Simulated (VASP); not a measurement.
Input of a VASP 6.6.1 run:

INCAR

```
SYSTEM = NaH
  PREC = Accurate
  ENCUT = 600
  EDIFF = 1E-7
  ISMEAR = 0
  SIGMA = 0.02
  LREAL = .FALSE.
  LASPH = .TRUE.
  NELM = 80
  ALGO = Normal
  ISIF = 3
  LWAVE = .FALSE.
  LCHARG = .FALSE.
  GGA = PS
  IBRION = 2
  NSW = 90
  EDIFFG = -0.005
```

Contents of KPOINTS:

```
Automatic mesh
0
G
  4 4 4
  0 0 0
```

The input POSCAR:

```
NaH
1.0
    0.0000000000      2.3864216700      2.3864216700
    2.3864216700      0.0000000000      2.3864216700
    2.3864216700      2.3864216700      0.0000000000
Na H
1 1
Direct
    0.0000000000      0.0000000000      0.0000000000
    0.5000000000      0.5000000000      0.5000000000
```

Potentials or basis: VASP PAW PBE potentials, release 64 (Na_pv, H).

Command:

```console
$ cat potpaw_PBE.64/Na_pv/POTCAR potpaw_PBE.64/H/POTCAR > POTCAR
$ mpirun -np 1 vasp_std > vasp.out
```

Q: Predict the relaxed cell.

A: a = 3.385 Å, b = 3.385 Å, c = 3.385 Å, α = 60.00°, β = 60.00°, γ = 60.00°.

Q: What does it give for the relaxed volume?

A: 13.71 Å³/atom.

Final structure:
```
Na H
1.0
     0.00000    2.39364    2.39364
     2.39364    0.00000    2.39364
     2.39364    2.39364    0.00000
Na H
1 1
Direct
  0.00000 0.00000 0.00000
  0.50000 0.50000 0.50000
```

Caveat: the k mesh is coarse (spacing up to 0.57 Å⁻¹), so the values aren't converged; the PAW data sets were made with another functional, which shifts forces and pressure a little.
